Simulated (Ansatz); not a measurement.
# Ge in Ansatz: the effect of functional

Ge:

```
Ge
1.0
     2.71047    0.00000    0.00000
     0.00000    2.71047    0.00000
     0.00000    0.00000    2.71047
Ge
1
Cartesian
  0.0000 0.0000 0.0000
```

The cell was built by a generator and needn't be a form met in nature.

Alike in all runs:

* Program: Ansatz 0.2.0
* Task: projected density of states
* Potentials or basis: Ansatz PAW
* k mesh: 6 × 6 × 6
* Occupations: fermi-dirac, width 0.05 eV
* Spin: no spin polarisation

| functional | cutoff | pressure (GPa) |
| --- | --- | --- |
| LDA | 420 eV (not typed: the program's choice for these potentials) | ? |
| PBEsol | 420 eV (not typed: the program's choice for these potentials) | -3.7 |
| r2SCAN | 500 eV (not typed: the program's choice for these potentials) | -2.6 |
| HSE06 | 420 eV (not typed: the program's choice for these potentials) | -2.7 |
| PBE0 | 420 eV (not typed: the program's choice for these potentials) | -2.9 |
| r2SCAN0 | 500 eV (not typed: the program's choice for these potentials) | -4.0 |

What does the run with functional LDA give?

Pressure -5.4 GPa.

Caveats: all runs use coarse meshes; the PAW data sets come from PBE, with cores solved anew for the run's functional, which leaves a small shift of forces and pressure; the density of states is complete only up to the lowest level of the last band computed; the thresholds are loose for stress (some runs).
